Suppose two calculations of the same carbon crystal report band gaps that differ by 0.2 eV. Before looking for strain, defects or a different stacking of the layers, one has to decide whether the choice of density functional alone could have caused the difference. For the crystal in this table it can. A rule with three numbers tells roughly what gap to expect from most of the functionals, and the places where it breaks show for which functionals the class alone does not tell the gap.

GPAW 26.7.0, plane-wave PAW density-functional theory without spin polarisation or spin–orbit coupling, for carbon in space group P6_3/mmc (8 atoms per cell, fixed geometry). Cutoff 800 eV, 7 × 7 × 2 k-point mesh, Fermi–Dirac smearing of 0.05 eV, no added dispersion correction. The band path is Γ–M–K–Γ–A–L–H–A, L–M, K–H.

```
functional                                           potentials  gap on path (eV)  direct gap on path (eV)
       LDA                 GPAW-PAW-data-sets-(gpaw-data-1.2.1)             4.384                    5.138
    revPBE                 GPAW-PAW-data-sets-(gpaw-data-1.2.1)             4.419                    5.192
      RPBE                 GPAW-PAW-data-sets-(gpaw-data-1.2.1)             4.413                    5.194
    r2SCAN                 GPAW-PAW-data-sets-(gpaw-data-1.2.1)             4.639                    5.439
   C09-vdW                 GPAW-PAW-data-sets-(gpaw-data-1.2.1)             4.400                    5.175
    PBEint  PAW-data-sets-made-by gpaw-setup-for-the-functional             4.247                    5.119
      PW91  PAW-data-sets-made-by gpaw-setup-for-the-functional             4.460                    5.220
        WC  PAW-data-sets-made-by gpaw-setup-for-the-functional             4.321                    5.163
optB88-vdW                 GPAW-PAW-data-sets-(gpaw-data-1.2.1)             4.618                    5.282
     rSCAN                 GPAW-PAW-data-sets-(gpaw-data-1.2.1)             4.668                    5.419
   revTPSS                 GPAW-PAW-data-sets-(gpaw-data-1.2.1)             4.269                    5.333
   vdW-DF2                 GPAW-PAW-data-sets-(gpaw-data-1.2.1)             4.973                    5.442
```

The crystal is a hexagonal relative of diamond, with every atom bonded to four neighbours. The column "gap on path" gives the smallest energy between filled and empty states wherever they lie on the sampled band path; here it is an indirect gap. The column "direct gap on path" gives the smallest energy between a filled and an empty state of the same crystal momentum. The atoms sit in the same places in every row, so the rows differ in the functional and, for some, in the data sets that describe the atomic cores. The band path was also sampled more finely in some rows than in others, which matters little for the rule.

**The rule**

Call the indirect gap $E_\mathrm{ind}$ and the direct gap $E_\mathrm{dir}$. Let $t$ be 1 if the functional uses the kinetic-energy density of the electrons, as r2SCAN, rSCAN and revTPSS do, and 0 otherwise. Then, in eV,

$$E_\mathrm{ind}\approx 4.4+0.2\,t,\qquad E_\mathrm{dir}\approx 5.2+0.2\,t .$$

The three numbers are rounded from this table, so agreement with it describes the rule's accuracy here and does not test it on new data.

Take RPBE first. It uses the density and its gradient but no kinetic-energy density, so $t=0$ and the estimates are 4.4 and 5.2 eV. The calculation gives 4.413 and 5.194 eV.

Now take r2SCAN, for which $t=1$. The indirect gap is estimated as $4.4+0.2=4.6$ eV and the direct gap as $5.2+0.2=5.4$ eV. The calculated values are 4.639 and 5.439 eV. Both examples belong to the rows from which the rule was made, and both turn out better than the average row for the indirect gap.

**Why most functionals agree**

Start from a limiting case. If changing the functional merely added the same constant to the potential everywhere, all energy levels would move together and no gap would change. As long as the functional acts through a potential alone, a small change of that potential alters a gap, to first order, only if it differs from region to region and the filled and empty states occupy those regions differently.

In diamond-like carbon the filled states concentrate electrons in the bonds, while the lowest empty states are largely antibonding and place more weight elsewhere. A gradient correction can therefore shift the two sets unequally. Both sets are nevertheless built from orbitals on the same atoms and share much of the same space, so the unequal part should be modest. The table agrees: among LDA and the five ordinary gradient functionals (revPBE, RPBE, PBEint, PW91 and WC), the indirect gap varies by about 0.2 eV and the direct gap by about 0.1 eV.

**Why the kinetic-energy density can add a step**

LDA and the gradient functionals act on each electron through an ordinary potential, the same function of position for every orbital. Theory says that the gap between levels in such a potential misses a piece of the true gap, the derivative discontinuity: the jump in the potential when an electron is added to the filled bands. A functional of the kinetic-energy density adds a term that acts on the slope of each orbital. The operator is still the same for all orbitals, but it is no longer an ordinary potential: two orbitals with different slopes at the same place are affected differently. The resulting gap can contain part of the missing piece.

The direct gaps fit this argument. All three functionals of this kind lie above LDA and the five gradient functionals, by 0.23 eV on average. The table shows the step but does not isolate its cause: the core data sets used for r2SCAN and rSCAN, for instance, were not generated for these functionals. Moreover, vdW-DF2 reaches practically the same direct gap as r2SCAN with an ordinary potential, so a large gap is no fingerprint of the kinetic-energy term.

The indirect gap is less obliging. r2SCAN and rSCAN rise by 0.28 eV above the mean of LDA and the gradient functionals, but revTPSS falls 0.1 eV below it. Knowing that a functional contains the kinetic-energy density therefore does not fix the change of the indirect gap, not even its sign. Why revTPSS treats the two gaps so differently cannot be settled from these numbers.

**How good the rule is**

For the direct gap the rule misses by 0.06 eV on average over the whole table, against 0.10 eV if the median were used for every functional. Only vdW-DF2 is off by more than 0.1 eV. Here the step is worth remembering.

For the indirect gap the average miss is 0.13 eV, hardly better than the 0.15 eV of a single median value. Eight of the twelve functionals come within 0.1 eV, but revTPSS is overestimated by 0.33 eV and vdW-DF2 underestimated by 0.57 eV. The step is useful for the two SCAN-type functionals and should not be extended to revTPSS.

**When the functional contains nonlocal correlation**

C09-vdW, optB88-vdW and vdW-DF2 include a term that links the densities at distant points, designed for weak attraction between separate pieces of matter. C09-vdW obeys the rule, while the other two give larger gaps. The indirect gap rises in the same order as the strength of their gradient-dependent exchange. At a reduced gradient of 1, where the density changes appreciably over its own natural length, that exchange exceeds the LDA value by roughly 9, 15 and 22 percent. These figures come from the formulas of the functionals with rounded parameters, not from the table.

It would be tempting to make exchange strength the missing parameter, but revPBE forbids it. Its exchange is enhanced by about 19 percent, more than in optB88-vdW, yet its gap is ordinary. A plausible reason comes from another limiting case: when the density varies slowly, the gradient terms of exchange and correlation in revPBE nearly cancel, which leaves something close to LDA. The nonlocal functionals replace that gradient correlation with a different term, so the balance may be lost. This remains a guess. vdW-DF2 also uses a different version of the nonlocal term from the other two, and the core data sets were not generated for any of the three, so the table cannot separate these effects.

If the direct gap of such a functional is already known, a second rule gives an estimate of the indirect one:

$$E_\mathrm{ind}\approx 4.4+1.8\,(E_\mathrm{dir}-5.2).$$

This line comes from a least-squares fit to LDA and the five gradient functionals alone. If all empty states moved together against the filled ones, the slope would be 1. The fitted slope of 1.8 hints that the indirect gap responds more strongly, but with a standard error of 0.5 from only six rows a slope of 1 is not ruled out.

The three nonlocal functionals took no part in the fit, so they give a check outside it, though not a prediction made in advance. For vdW-DF2 the direct gap lies about 0.24 eV above 5.2 eV; multiplied by 1.8 this adds 0.43 eV, and the estimate is about 4.8 eV. The calculated value is 4.973 eV, so the line reproduces most of the excess but not all of it. For the other two it is within about 0.07 eV. For the functionals with a kinetic-energy density it overshoots by 0.13 to 0.37 eV. In revTPSS the two gaps lie 1.06 eV apart, against 0.75 to 0.87 eV in LDA and the gradient functionals, so it clearly departs from their pattern. r2SCAN and rSCAN do not: their gaps lie 0.80 and 0.75 eV apart, because both gaps rise by similar amounts, as a slope of 1 would have it.

**What to do with an estimate**

Compare materials only with the same functional, core data of the same origin and equivalent settings. For a quick check of a direct gap, use the first rule and treat a deviation of 0.1 eV as ordinary, but do not rely on it for vdW-DF2, which lies 0.24 eV above the estimate. For an indirect gap, trust it only with LDA, a gradient functional or a SCAN-type functional, and even there allow 0.15 eV. With nonlocal correlation, ask for the direct gap first and use the second rule, again allowing 0.15 eV; it has been checked on only three such functionals.

Do not use either rule to rank functionals that lie close together. The indirect gap changes by up to 0.02 eV between the band path and the regular mesh of crystal momenta, enough to reverse revPBE and RPBE. The mesh is also coarse, and no finer one is available to show how far the gaps would move.

The rules hold for this fixed geometry. The calculated pressure, which is not available for the three nonlocal functionals, runs from about −13 GPa with LDA to +8 GPa with RPBE, so the functionals would choose different cell sizes if allowed to relax. That would change the gaps by an amount not calculated here. Nor does a larger gap mark a better functional: LDA and gradient functionals are known to underestimate the gap of diamond, but a value can rise for the wrong reason, and there is no measurement in the table to decide.
